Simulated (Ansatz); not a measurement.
# Co (Im-3m) in Ansatz: a series of runs

Runs on Co. Level: RPBE+U. Tasks: band structure, electron localisation function.

Program: Ansatz 0.2.0. These are calculated values, not measurements. Logs are shortened: lines on timing, memory, paths and dates and some standing lists are left out, and cuts for length are marked.

### Step 1. The undisturbed crystal

The structure is cubic, space group Im-3m (No. 229). Conventional cell: a = 2.805 Å, b = 2.805 Å, c = 2.805 Å, α = 90.00°, β = 90.00°, γ = 90.00°. Around Co (site symmetry m-3m) lie 8 Co at 2.43 Å.

This isn't the form of Co at room conditions, which is hcp.

### Step 2. Band structure, RPBE+U, collinear spin, ferromagnetic start (volume scaled by 1.15)

The input, input.yaml:

```yaml
crystal:
  lattice:
    - [-1.4691960142, 1.4691960142, 1.4691960142]
    - [1.4691960142, -1.4691960142, 1.4691960142]
    - [1.4691960142, 1.4691960142, -1.4691960142]
  atoms:
    - { symbol: Co, position: [0.0, 0.0, 0.0], spin: 2.0 }
hamiltonian:
  xc: rpbe
  pseudopotentials: { kind: paw, partial_waves: polarizable }
  hubbard:
    sites: [{ species: Co, l: d, u_eff: 1.0 }]
    projectors: all-electron-ortho-atomic
    double_counting: amf
magnetization:
  spin_polarized: true
kpoints:
  mp_grid: { grid: [13, 13, 13] }
  band_path:
    path:
      - [[0.0, 0.0, 0.0], [0.5, -0.5, 0.5], [0.0, 0.0, 0.5], [0.0, 0.0, 0.0], [0.25, 0.25, 0.25], [0.5, -0.5, 0.5]]
      - [[0.25, 0.25, 0.25], [0.0, 0.0, 0.5]]
    npoints: 14
scf:
  occupations: { method: cold, width: 0.025 }
  n_extra_bands: 6
output:
  forces: true
  stress: true
  eigenvalues: true
  fatbands: true
```

Potentials or basis: Ansatz PAW polarizable.

On the command line:

```sh
ansatz run input.yaml --threads 1 --pin off --max-ram 2560MiB --backend cpu --events-out ev --progress --plain --runs-dir out
```

Output:

```text
Warning: RAYON_NUM_THREADS=1 ignored (pool sized by the plan → 1); use --threads N
Co: projections on atomic orbitals take those of the free atom [Ne] 3s2 3p6 3d7 4s2, of charge +0.00 (hamiltonian.pseudopotentials.projection_atoms); the dataset's partial waves leave at most 1.4e-6 of an orbital's norm unspanned inside its sphere
scf.n_extra_bands = 6 over 9 filled bands (N_el = 17.0): the run solves 15 bands
Engine: ansatz 0.2.0, x86_64-unknown-linux-gnu
Pseudopotentials: kind: paw
Pseudopotential: Co, paw, valence charge 17, recommended cutoff 420 eV (normal), Co.paw.azcp
Functional definition: RPBE
  parameter kappa = 0.804
  parameter beta = 0.06672455060314922
  exchange = rpbe_x(kappa = kappa, mu = beta*pi^2/3)
  correlation = pbe_c(beta = beta)
Crystal: 1 atoms, lattice volume = 12.685 Å³
Basis set: ecut = 420 eV, 249 PW (Γ), exchange–correlation on 36×36×36 points (8 copies of the dense FFT grid, shifted against one another)
Bands: 15, of which v1, the nominal top of the filled ones, is band 9 counted from 1 (8 counted from 0)
Symmetry: 48 space group operations
Space group: Im-3m (ITA 229), of the structure as read, at distance tolerance 2.3e-5 Å
Magnetic group: BNS 229.140 (UNI 1642), of the structure as read, at distance tolerance 2.3e-5 Å
k-points: 84 of 2197
Non-local potential: Co, projectors of the file, l = 0: 3, l = 1: 2, l = 2: 3, l = 3: 1
PAW form: soft (Blöchl's): semilocal exchange-correlation on the pseudo side does not see the compensation charge
PAW frozen core: Co, regenerated for the run's functional, and the local potential with it (the file was generated under x = pbe(κ = 0.804, μ = 0.2195149727645171), c = pbe(β = 0.06672455060314922))
PAW one-centre angular grid: Co, 590 points (default); XC on 64 Gauss nodes
Initial density: superposition of atomic densities (chi_scale 0.1, normalization cell)
Starting moments: Σ|m| = 2 μB on 1 of 1 site
Initial wavefunctions: pseudopotential atomic-orbital guess
Functional: x = rpbe, c = pbe(β = 0.06672455060314922)
Partial waves of Co: polarizable
iter 1 solved again at ethr=6.99e-5 eV; its pass at ethr=3.10e-3 eV (dr2=1.19e-2 eV) is discarded
SCF iter   1: F=—  HF=-5130.733626 eV  |F-HF|=—  |Δ(HF+E_count)|=         —  Δρ=4.15e-2 (↑2.56e-2 ↓4.15e-2)  dr2=1.19e-2  dr2_m=1.24e-1  M=1.858 μB ∫|m|=1.891 μB  β_m=1.00  ethr=6.99e-5  ⟨swp⟩=1.2  Hψ=16343  notcnv=0
preconditioner: auto → none  [metal: Δε(μ)=0.013 eV  Ē_g=16.587 eV  σ=0.025 eV  W_gap=0.34  n_scr=0 (ndim 8)  ℏωp=31.3 eV  f_vac=0.000  D(μ)=2.25/eV (n_scr^D=42)]
SCF iter   2: F=—  HF=-5130.806279 eV  |F-HF|=—  |Δ(HF+E_count)|=   7.27e-2  S|Δr|=    0.00e0  Δρ=1.70e-2 (↑7.63e-3 ↓1.70e-2)  dr2=9.79e-3  dr2_m=9.34e-3  M=1.830 μB ∫|m|=1.958 μB  β_m=1.00  ethr=6.99e-5  ⟨swp⟩=3.0  Hψ=5982  notcnv=0
SCF iter   3: F=—  HF=-5130.851678 eV  |F-HF|=—  |Δ(HF+E_count)|=   4.54e-2  S|Δr|=    0.00e0  Δρ=8.46e-3 (↑8.46e-3 ↓6.17e-3)  dr2=1.10e-2  dr2_m=1.39e-3  M=1.822 μB ∫|m|=1.981 μB  β_m=1.00  ethr=5.76e-5  ⟨swp⟩=2.5  Hψ=5184  notcnv=0  defer=73
SCF iter   4: F=—  HF=-5130.899608 eV  |F-HF|=—  |Δ(HF+E_count)|=   4.79e-2  S|Δr|=    0.00e0  Δρ=1.22e-2 (↑1.22e-2 ↓7.08e-3)  dr2=2.15e-2  dr2_m=1.59e-3  M=1.827 μB ∫|m|=1.996 μB  β_m=1.00  ethr=5.76e-5  ⟨swp⟩=2.6  Hψ=4719  notcnv=0  defer=122
SCF iter   5: F=—  HF=-5130.921832 eV  |F-HF|=—  |Δ(HF+E_count)|=   2.22e-2  S|Δr|=    0.00e0  Δρ=6.26e-3 (↑5.40e-3 ↓6.26e-3)  dr2=1.95e-4  dr2_m=3.85e-3  M=1.863 μB ∫|m|=2.033 μB  β_m=1.00  ethr=5.76e-5  ⟨swp⟩=2.2  Hψ=4442  notcnv=0  defer=156
SCF iter   6: F=—  HF=-5130.936025 eV  |F-HF|=—  |Δ(HF+E_count)|=   1.42e-2  S|Δr|=    0.00e0  Δρ=4.17e-3 (↑1.11e-3 ↓4.17e-3)  dr2=1.24e-3  dr2_m=3.31e-4  M=1.872 μB ∫|m|=2.045 μB  β_m=1.00  ethr=1.15e-6  ⟨swp⟩=2.0  Hψ=4776  notcnv=0  defer=181
SCF iter   7: F=—  HF=-5130.948785 eV  |F-HF|=—  |Δ(HF+E_count)|=   1.28e-2  S|Δr|=    0.00e0  Δρ=5.81e-3 (↑3.02e-3 ↓5.81e-3)  dr2=2.19e-3  dr2_m=4.45e-4  M=1.885 μB ∫|m|=2.057 μB  β_m=1.00  ethr=1.15e-6  ⟨swp⟩=2.0  Hψ=3900  notcnv=0  defer=181
SCF iter   8: F=—  HF=-5130.957194 eV  |F-HF|=—  |Δ(HF+E_count)|=   8.41e-3  S|Δr|=    0.00e0  Δρ=4.51e-3 (↑3.45e-3 ↓4.51e-3)  dr2=1.31e-3  dr2_m=7.68e-5  M=1.889 μB ∫|m|=2.062 μB  β_m=1.00  ethr=1.15e-6  ⟨swp⟩=2.1  Hψ=3891  notcnv=0  defer=181
SCF iter   9: F=—  HF=-5130.962745 eV  |F-HF|=—  |Δ(HF+E_count)|=   5.55e-3  S|Δr|=    0.00e0  Δρ=5.08e-3 (↑4.78e-3 ↓5.08e-3)  dr2=1.97e-3  dr2_m=1.07e-5  M=1.888 μB ∫|m|=2.063 μB  β_m=0.30  ethr=1.15e-6  ⟨swp⟩=2.0  Hψ=3171  notcnv=0  defer=181
Mixer restart at iter 9: flushing history
spin-set hold released at iteration 9 (site moments contracting): the magnetisation degrees of freedom join the quasi-Newton model from the next iteration; the mixer history was flushed
SCF iter  10: F=—  HF=-5130.966432 eV  |F-HF|=—  |Δ(HF+E_count)|=   3.69e-3  S|Δr|=    0.00e0  Δρ=4.18e-3 (↑3.60e-3 ↓4.18e-3)  dr2=1.03e-3  dr2_m=1.61e-4  M=1.896 μB ∫|m|=2.070 μB  β_m=0.65  ethr=1.15e-6  ⟨swp⟩=2.2  Hψ=3574  notcnv=0  defer=181
SCF iter  11: F=—  HF=-5130.973384 eV  |F-HF|=—  |Δ(HF+E_count)|=   6.95e-3  S|Δr|=    0.00e0  Δρ=4.83e-3 (↑4.19e-3 ↓4.83e-3)  dr2=5.42e-3  dr2_m=6.81e-5  M=1.907 μB ∫|m|=2.084 μB  β_m=0.52  ethr=1.15e-6  ⟨swp⟩=2.0  Hψ=4711  notcnv=0  defer=186
SCF iter  12: F=—  HF=-5130.972425 eV  |F-HF|=—  |Δ(HF+E_count)|=   9.58e-4  S|Δr|=    0.00e0  Δρ=1.61e-3 (↑1.61e-3 ↓8.53e-4)  dr2=3.12e-4  dr2_m=6.60e-5  M=1.909 μB ∫|m|=2.085 μB  β_m=0.50  ethr=1.15e-6  ⟨swp⟩=2.0  Hψ=4854  notcnv=0  defer=203
SCF iter  13: F=—  HF=-5130.972427 eV  |F-HF|=—  |Δ(HF+E_count)|=   2.05e-6  S|Δr|=    0.00e0  Δρ=4.22e-4 (↑4.22e-4 ↓3.95e-4)  dr2=4.46e-6  dr2_m=1.76e-5  M=1.908 μB ∫|m|=2.085 μB  β_m=0.75  ethr=1.15e-6  ⟨swp⟩=2.1  Hψ=3356  notcnv=0  defer=203
SCF iter  14: F=—  HF=-5130.972467 eV  |F-HF|=—  |Δ(HF+E_count)|=   3.98e-5  S|Δr|=    0.00e0  Δρ=1.23e-4 (↑9.70e-5 ↓1.23e-4)  dr2=9.42e-8  dr2_m=1.41e-6  M=1.908 μB ∫|m|=2.085 μB  β_m=0.88  ethr=5.88e-10  ⟨swp⟩=6.4  Hψ=13274  notcnv=0
SCF iter  15: F=—  HF=-5130.972468 eV  |F-HF|=—  |Δ(HF+E_count)|=   6.49e-7  S|Δr|=    0.00e0  Δρ=4.87e-5 (↑3.86e-5 ↓4.87e-5)  dr2=9.03e-9  dr2_m=2.20e-7  M=1.908 μB ∫|m|=2.084 μB  β_m=0.94  ethr=5.54e-10  ⟨swp⟩=5.0  Hψ=10246  notcnv=0
SCF iter  16: F=-5130.972468 eV  HF=-5130.972468 eV  |F-HF|=4.57e-10  |Δ(HF+E_count)|=   5.80e-8  S|Δr|=    0.00e0  Δρ=9.92e-6 (↑6.09e-6 ↓9.92e-6)  dr2=1.42e-9  dr2_m=7.38e-9  M=1.908 μB ∫|m|=2.084 μB  ethr=5.31e-11  ⟨swp⟩=3.2  Hψ=6436  notcnv=0
SCF 1 converged in 16 iterations: F = -5130.972468 eV  dr2 = 1.42e-9
this state was not tested for a lower state beside it, because cold or Methfessel-Paxton smearing, or corrected tetrahedra, fill the levels in a way that the test cannot read (fill_not_monotonic; see scf.lower_state_search)
NSCF: frozen V_eff on 86 k-points
SCF converged after 16 iterations
Magnetization: 1.9080 μB (9.4540 up, 7.5460 down)
Absolute magnetization: 2.0846 μB (∫|ρ↑−ρ↓|, with the PAW one-centre terms)
Spin contamination: 0.0424 ħ² per cell (⟨S²⟩ above its minimum at these occupations)
Per-site moments (μB) at R_I (Å): [(1.9884591328775727, 1.0496978839347355)]
Free energy (F): -5130.972468 eV
Harris-Foulkes:  -5130.972468 eV  (|F-HF|=4.57e-10)
Internal energy: -5130.972471 eV  (E = F + TS)
E sigma→0 (E₀):  -5130.972469 eV
Entropy (-TS):   0.000003 eV (0.003 meV/atom)
Fermi energy:    15.995727 eV
--- Per-component energies (eV) ---
  E_band       = -295.823606
  E_kinetic    = 448.574475
  E_local      = -3050.455652  (includes V_loc(G=0)·N_el)
  E_nonlocal   = 454.701416
  E_hartree    = 1271.058077
  E_xc         = -157.563897
  E_vxc        = -202.824189  (∫ρ·V_xc dr)
  E_hubbard    = -0.087247  (on-site DFT+U / exact-exchange correction)
  E_vhub       = -0.174495  (the Hubbard potential's part of the band-sum identity)
  E_paw        = -1520.121333  (= ΣΔE_a)
  E_vpaw       = -487.758702  (= ΣTr[D̂ρ^β])
  E_aug_tail   = 0.000093  (compensation charges beyond the density's cutoff)
  E_ewald      = -2577.032083
  E_core_change = -0.046320  (= ΣΔE_core)
  E_smearing   = 0.000003  (= −TS)
  E_closure    = -0.000000  (closes the sum)
  Σ components = -5130.972468   (vs F -5130.972468, Δ=0.00e0)
DFT+U double counting: amf (around mean field; hamiltonian.hubbard.double_counting)
--- Forces (eV/Å), atoms counted from 1 ---
  atom   1  Co    -0.00000000     0.00000000     0.00000000
  max |Σ_I F_I| component: 1.44e-31 eV/Å
--- Stress (GPa, compression-positive) ---
      -12.606466       0.000000      -0.000000
       -0.000000     -12.606466      -0.000000
        0.000000      -0.000000     -12.606466
  P = ⅓ Tr σ = -12.6065 GPa (-126.065 kbar)
--- Band table (eV; the first three rows and the last of 168) ---
  k-point 0 ↑: bands = ["-80.7687", "-43.8393", "-43.8393", "-43.8393", "7.4416", "13.0502", "13.0502", "13.0502", "13.6499", "13.6499", "39.5096", "39.5096", "39.5096", "43.5751", "43.5751"]
  k-point 1 ↑: bands = ["-80.7669", "-43.8498", "-43.8430", "-43.8392", "7.6627", "13.0030", "13.0458", "13.1474", "13.6085", "13.6537", "37.6574", "38.9993", "39.1741", "41.7927", "42.0867"]
  k-point 2 ↑: bands = ["-80.7623", "-43.8790", "-43.8532", "-43.8390", "8.3049", "12.8739", "12.9926", "13.4245", "13.5568", "13.6663", "34.1467", "37.4582", "38.5067", "39.3922", "40.9475"]
  k-point 83 ↓: bands = ["-78.3035", "-41.6103", "-41.6086", "-41.6086", "13.2283", "13.2536", "16.3838", "16.3838", "16.4477", "23.6130", "24.5682", "24.5682", "30.2909", "30.7855", "33.9430"]
Occupation matrices written to <dir>
```

Run time: 3.2 s. Hardware: 1 thread of AMD EPYC 9R45 (Zen 5), shared host; peak memory 0.39 GiB.

Results:

* Free energy: -5130.9725 eV
* Pressure: -12.6 GPa
* Band gap on the k mesh: none (metal or under the smearing width)
* Net moment: 1.91 μB per cell
* Absolute moment: 2.08 μB per cell
* Site moments: Co +1.99 μB

Levels at the corners of the path, in eV from the Fermi level:
Spin up:
```csv
point,band 5,band 6,band 7,band 8,band 9,band 10,band 11,band 12,band 13,band 14
Γ,-8.55,-2.95,-2.95,-2.95,-2.35,-2.35,23.51,23.51,23.51,27.58
H,-5.02,-5.02,-1.18,-1.18,-1.18,8.32,8.32,8.32,13.38,13.38
N,-5.03,-3.73,-2.22,-2.21,-0.98,-0.19,5.02,16.74,17.37,20.91
Γ,-8.55,-2.95,-2.95,-2.95,-2.35,-2.35,23.51,23.51,23.51,27.58
P,-3.62,-3.62,-3.62,-2.20,-2.20,6.82,6.82,6.82,8.24,36.33
H,-5.02,-5.02,-1.18,-1.18,-1.18,8.32,8.32,8.32,13.38,13.38
P,-3.62,-3.62,-3.62,-2.20,-2.20,6.82,6.82,6.82,8.24,36.33
N,-5.03,-3.73,-2.22,-2.21,-0.98,-0.19,5.02,16.74,17.37,20.91
```
Spin down:
| point | band 3 | band 4 | band 5 | band 6 | band 7 | band 8 | band 9 | band 10 | band 11 | band 12 |
| --- | --- | --- | --- | --- | --- | --- | --- | --- | --- | --- |
| Γ | -57.46 | -57.46 | -8.56 | -1.52 | -1.52 | -1.52 | 0.73 | 0.73 | 23.15 | 23.15 |
| H | -57.61 | -57.61 | -2.79 | -2.79 | 0.48 | 0.48 | 0.48 | 8.36 | 8.36 | 8.36 |
| N | -57.53 | -57.45 | -3.91 | -2.46 | -0.27 | 0.42 | 0.70 | 0.90 | 6.08 | 16.74 |
| Γ | -57.46 | -57.46 | -8.56 | -1.52 | -1.52 | -1.52 | 0.73 | 0.73 | 23.15 | 23.15 |
| P | -57.55 | -57.55 | -2.58 | -2.58 | -2.58 | 0.93 | 0.93 | 7.37 | 7.37 | 7.37 |
| H | -57.61 | -57.61 | -2.79 | -2.79 | 0.48 | 0.48 | 0.48 | 8.36 | 8.36 | 8.36 |
| P | -57.55 | -57.55 | -2.58 | -2.58 | -2.58 | 0.93 | 0.93 | 7.37 | 7.37 | 7.37 |
| N | -57.53 | -57.45 | -3.91 | -2.46 | -0.27 | 0.42 | 0.70 | 0.90 | 6.08 | 16.74 |

Eigenvalues of the final occupation matrices:
| site | spin | trace | eigenvalues |
| --- | --- | --- | --- |
| site 1 | 1 | 4.86 | 0.97 0.97 0.97 0.98 0.98 |
| site 1 | 2 | 2.87 | 0.35 0.35 0.73 0.73 0.73 |

Caveat: the magnetic or orbital state may not be the lowest; the PAW data sets come from PBE, with cores solved anew for the run's functional, which leaves a small shift of forces and pressure; the U is typed as a test and isn't derived for this compound.

### Step 3. Electron localisation function, RPBE+U, collinear spin, ferromagnetic start (cell strained at random at fixed volume)

The input, input.yaml:

```yaml
crystal:
  lattice:
    - [-1.400246, 1.418417, 1.361774]
    - [1.403614, -1.429945, 1.37667]
    - [1.412611, 1.44231, -1.373302]
  atoms:
    - { symbol: Co, spin: 2.0, position_ang: [-0.028043049, -0.009326384, 0.089020552] }
hamiltonian:
  xc: rpbe
  pseudopotentials: { kind: paw, source: jth }
  hubbard:
    sites: [{ species: Co, l: d, u_eff: 5.3 }]
    projectors: ortho-atomic
magnetization:
  spin_polarized: true
kpoints:
  mp_grid: { grid: [13, 13, 13] }
scf:
  occupations: { method: methfessel_paxton, width: 0.1 }
output:
  forces: true
  stress: true
  eigenvalues: true
  write_density: true
  write_potential: true
  elf: true
  volumetric_format: npy
```

Potentials or basis: JTH PAW.

On the command line:

```sh
ansatz run input.yaml --threads 1 --pin off --max-ram 2560MiB --backend cpu --events-out ev --progress --plain --runs-dir out
```

It took 3.6 min on 1 thread of AMD EPYC 9R45 (Zen 5), shared host; peak memory 2.4 GiB.

Results (log left out):

```
Free energy            : -5128.0593 eV
Pressure               : 41.2 GPa
Band gap on the k mesh : none (metal or under the smearing width)
Net moment             : 1.87 μB per cell
Absolute moment        : 1.90 μB per cell
Site moments           : Co +1.84 μB
```

Stress tensor (GPa, compression positive):
```
40.18 -1.47  0.20
-1.47 41.48  1.17
 0.20  1.18 41.99
```

Levels at points of the mesh, in eV from the Fermi level:
Spin up:
| k point | band 5 | band 6 | band 7 | band 8 | band 9 | band 10 | band 11 | band 12 | band 13 | band 14 |
| --- | --- | --- | --- | --- | --- | --- | --- | --- | --- | --- |
| (0.00, 0.00, 0.00) | -9.33 | -5.05 | -4.79 | -4.63 | -4.15 | -4.00 | 24.35 | 24.74 | 25.43 | 29.46 |
Spin down:
```tsv
k point	band 4	band 5	band 6	band 7	band 8	band 9	band 10	band 11	band 12	band 13
(0.00, 0.00, 0.00)	-56.55	-9.00	-3.52	-3.34	-2.89	3.50	3.69	24.27	24.75	25.41
```

Eigenvalues of the final occupation matrices:
| site | spin | trace | eigenvalues |
| --- | --- | --- | --- |
| site 1 | 1 | 4.93 | 0.98 0.98 0.98 0.99 0.99 |
| site 1 | 2 | 3.03 | 0.08 0.15 0.91 0.94 0.94 |

Caveat: the magnetic or orbital state may not be the lowest; the U is typed as a test and isn't derived for this compound. The state reached can hang on the start; a lower one may exist.
